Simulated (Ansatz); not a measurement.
**TiAl3: a hydrostatic pressure series**

How does TiAl3 compress? Cell and atoms are relaxed at 7 pressures between -1 and 90 GPa.

Program: Ansatz 0.2.0. Level of theory: DFT PBE, scalar-relativistic, plane waves, PAW. These are calculated values, not measurements.

1 further run of the same task is left out (set aside as unsound or not needed).

## 1. The structure to begin with

The structure is tetragonal, space group I4/mmm (No. 139). The conventional cell has a = 3.845 Å, b = 3.845 Å, c = 8.623 Å, α = 90.00°, β = 90.00°, γ = 90.00°. Ti (site symmetry 4/mmm) has 12 Al at 2.72 to 2.89 Å in its first shell of neighbours. Al (site symmetry 4/mmm) has 4 Ti at 2.72 Å and 8 Al at 2.89 Å in its first shell of neighbours. Al (site symmetry -4m2) is surrounded by 8 Al at 2.72 to 2.89 Å and 4 Ti at 2.89 Å.

Coordinates:

```cif
data_structure
_symmetry_space_group_name_H-M 'P 1'
_symmetry_Int_Tables_number 1
_cell_length_a 5.0972
_cell_length_b 5.0972
_cell_length_c 5.0972
_cell_angle_alpha 135.679
_cell_angle_beta 135.679
_cell_angle_gamma 64.477
_cell_volume 63.75
loop_
_atom_site_label
_atom_site_type_symbol
_atom_site_fract_x
_atom_site_fract_y
_atom_site_fract_z
_atom_site_occupancy
Ti1 Ti 0.00000 0.00000 0.00000 1
Al1 Al 0.50000 0.50000 0.00000 1
Al2 Al 0.75000 0.25000 0.50000 1
Al3 Al 0.25000 0.75000 0.50000 1
```

It goes back to an entry of the Materials Project, which need not be the stable form.

It is the result of an earlier relaxation at this level (volume 15.94 Å³/atom; gap on the mesh: none (metal)).

## 2. Relaxing at -1 GPa

File input.yaml:

```yaml
crystal:
  lattice:
    - [-1.9288880648, 1.9288880648, 4.3253405011]
    - [1.9288880648, -1.9288880648, 4.3253405011]
    - [1.9288880648, 1.9288880648, -4.3253405011]
  atoms:
    - { symbol: Ti, position: [0.0, 0.0, 0.0] }
    - { symbol: Al, position: [0.5, 0.5, 0.0] }
    - { symbol: Al, position: [0.75, 0.25, 0.5] }
    - { symbol: Al, position: [0.25, 0.75, 0.5] }
basis:
  ecutwfc: 420
kpoints:
  mp_grid: { grid: [16, 16, 16] }
hamiltonian:
  xc: pbe
scf:
  occupations: { method: gaussian, width: 0.1 }
output:
  forces: true
  stress: true
  eigenvalues: true
  write_density: true
  write_potential: true
  elf: true
  volumetric_format: npy
relax:
  adjacent_minimum: "off"
  f_tol: 0.008
  max_steps: 50
  cell: { stress_tol: 0.08, p_target: -1.0 }
```

Command:

```bash
ansatz run input.yaml --threads 1 --pin off --max-ram 2560MiB --backend cpu --events-out ev --progress --plain --runs-dir out
```

The session goes on with these runs: relaxing at 1 GPa; target pressure 4 GPa; 12 GPa; 25 GPa; target pressure 50 GPa; 90 GPa.

Before running it: what results should come out? Wanted: bulk modulus B0; B0'.

**Answer**, as computed:

| quantity | value |
| --- | --- |
| volume at 90 GPa | 10.76 Å³/atom, V/V0 = 0.675 |
| bulk modulus B0 (third-order Birch-Murnaghan) | 107 GPa |
| B0' | 3.9 |

What this shows: At 90 GPa the crystal has lost 32.5 % of its volume. The points follow one equation of state, B0 = 107 GPa. The symmetry of the start is kept, so a transition to another structure would not show.
